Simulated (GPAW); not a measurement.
PbSe (Clausthalite), 2 atoms in the cell. It takes space group Fm-3m (No. 225, cubic). Conventional cell: a = 6.121 Å, b = 6.121 Å, c = 6.121 Å, α = 90.00°, β = 90.00°, γ = 90.00°. Pb (site symmetry m-3m) is surrounded by 6 Se at 3.06 Å. Around Se (site symmetry m-3m) lie 6 Pb at 3.06 Å. 

- Program: GPAW 26.7.0
- Task: band structure
- Functional: PW91
- Potentials or basis: PAW data sets generated in the run's folder for this functional
- Cutoff: 600 eV
- Basis: pw
- k mesh: 6 × 6 × 6
- Occupations: fermi-dirac, width 0.05 eV
- Spin: spin-orbit coupling, no magnetisation
- Maxiter: 150
- Band path: GXWKGLUWLK,UX
- Band points: 100
- spin axis theta (degrees): 54.7
- spin axis phi (degrees): 45
- Soc after scf: second variation

Potentials or basis: PAW data sets generated in the run's folder for this functional, pw.

Run with:

```sh
$ gpaw-setup -f GGA_X_PW91+GGA_C_PW91 Pb Se
$ OMP_NUM_THREADS=1 python run.py
```

Hardware: 1 thread of Arm Neoverse V2, with other jobs on the host.

Q: Estimate the wall time of this run.

A: Run time: 60 s on 1 thread of Arm Neoverse V2, with other jobs on the host, peak memory 0.34 GiB. Counts: scf iterations 15, plane waves 1936, bands 19, k points 16.
